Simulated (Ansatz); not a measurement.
Method: DFT PBE, scalar-relativistic, plane waves, PAW in Ansatz. Settings: cutoff 420 eV, Γ-centred meshes spaced at most about 0.3 Å⁻¹, and about 0.25 Å⁻¹ or finer for metals (2π included), Gaussian smearing. No spin polarisation.

These are static total energies at zero pressure.

**Question.** Which of these relaxed structures of InSb₅ is the lowest in energy?
A.

```xyz
6
Lattice="7.0833 0.0000 0.0000 0.0000 7.0833 0.0000 0.0000 0.0000 6.2827" Properties=species:S:1:pos:R:3 pbc="T T T"
In    0.0000    0.0000    3.1414
Sb    4.9550    4.9550    0.0000
Sb    2.1284    2.1284    0.0000
Sb    4.9550    2.1284    0.0000
Sb    2.1284    4.9550    0.0000
Sb    0.0000    0.0000    0.0000
```

B.

```xyz
6
Lattice="6.1931 0.0000 0.0000 -3.0965 5.3634 0.0000 0.0000 0.0000 9.1479" Properties=species:S:1:pos:R:3 pbc="T T T"
In    0.0000    0.0000    0.0000
Sb    3.0965    0.0000    4.5739
Sb   -1.5483    2.6817    4.5739
Sb    1.5483    2.6817    4.5739
Sb    0.0000    0.0000    6.0459
Sb    0.0000    0.0000    3.1020
```

C.

```xyz
6
Lattice="3.1616 0.0000 0.0000 0.0000 3.1616 0.0000 0.0000 0.0000 16.9664" Properties=species:S:1:pos:R:3 pbc="T T T"
In    1.5808    1.5808    0.0000
Sb    1.5808    1.5808    5.8015
Sb    1.5808    1.5808   11.1649
Sb    0.0000    0.0000    2.7903
Sb    0.0000    0.0000   14.1761
Sb    0.0000    0.0000    8.4832
```

**Answer.** C. The next of these, B, lies 290 meV/atom higher. Forms: C P4/mmm; B P6/mmm; A P4/mmm. Counting Sb atoms around In (those within 1.25 times the shortest such distance or 1.15 times the sum of covalent radii, 1.27 where that leaves under three; the shortest distance is added where it exceeds 1.18 times the sum of covalent radii): C has In 8 from 3.6 Å; B has In 2; A has In 2. B holds Sb–Sb nets (shortest 2.94 Å); A holds Sb–Sb nets (shortest 2.83 Å) (bonds between like non-metal atoms; other contacts aren't counted). All come from invented guesses. Even the lowest of the cells shown lies +0.24 eV/atom against the elements.

The k mesh leaves some 4 meV/atom of noise in the energy of each metallic cell. Weakly bound directions are ill-defined at this level, which has no dispersion term (P4/mmm at 28.3 Å³/atom), and this can change margins and order among such cells. These runs have no spin–orbit coupling, which can matter for Sb. Cells relaxed within their symmetry can be saddle points. Some structure types and database cells were kept out of the candidates from the start, so a known form may be missing.
